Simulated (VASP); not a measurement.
Input of a VASP 6.6.1 run:

File INCAR:

```
SYSTEM = KTaO3
ALGO = Normal
EDIFF = 1E-7
EDIFFG = -0.005
ENCUT = 600
GGA = PE
IBRION = 2
ISIF = 3
ISMEAR = 0
LASPH = .TRUE.
LCHARG = .FALSE.
LREAL = .FALSE.
LWAVE = .FALSE.
NELM = 80
NSW = 90
PREC = Accurate
SIGMA = 0.03
```

Contents of KPOINTS:

```
k-points
0
G
  8 8 8
  0 0 0
```

The input POSCAR:

```
KTaO3                                   
1.0
    4.0278175628      0.0000000000      0.0000000000
    0.0000000000      4.0278175628      0.0000000000
   -0.0000000000     -0.0000000000      4.0278175628
  K               Ta              O             
     1     1     3
Direct
     0.5000000000000000    0.5000000000000000    0.5000000000000000
     0.0000000000000000    0.0000000000000000    0.0000000000000000
     0.5000000000000000    0.0000000000000000    0.0000000000000000
     0.0000000000000000    0.5000000000000000    0.0000000000000000
     0.0000000000000000    0.0000000000000000    0.5000000000000000
```

Potentials or basis: VASP PAW PBE potentials, release 64 (K_sv, Ta_pv, O).

The run is started by

```sh
$ cat potpaw_PBE.64/K_sv/POTCAR potpaw_PBE.64/Ta_pv/POTCAR potpaw_PBE.64/O/POTCAR > POTCAR
$ mpirun -np 1 vasp_std > vasp.out
```

Task: Predict the band gap on the k mesh.

Result: 2.11 eV, indirect (least direct gap 2.74 eV).

Task: Predict the relaxed volume.

Result: 13.06 Å³/atom.

Final structure:
```yaml
crystal:
  lattice:
    - [4.02728, 0.00000, 0.00000]
    - [0.00000, 4.02728, 0.00000]
    - [0.00000, 0.00000, 4.02728]
  atoms:
    - { symbol: K, position: [0.50000, 0.50000, 0.50000] }
    - { symbol: Ta, position: [0.00000, 0.00000, 0.00000] }
    - { symbol: O, position: [0.50000, 0.00000, 0.00000] }
    - { symbol: O, position: [0.00000, 0.50000, 0.00000] }
    - { symbol: O, position: [0.00000, 0.00000, 0.50000] }
```

Caveat: spin-orbit coupling is left out, which moves the levels of the heavy elements. A k mesh can miss the band edges.
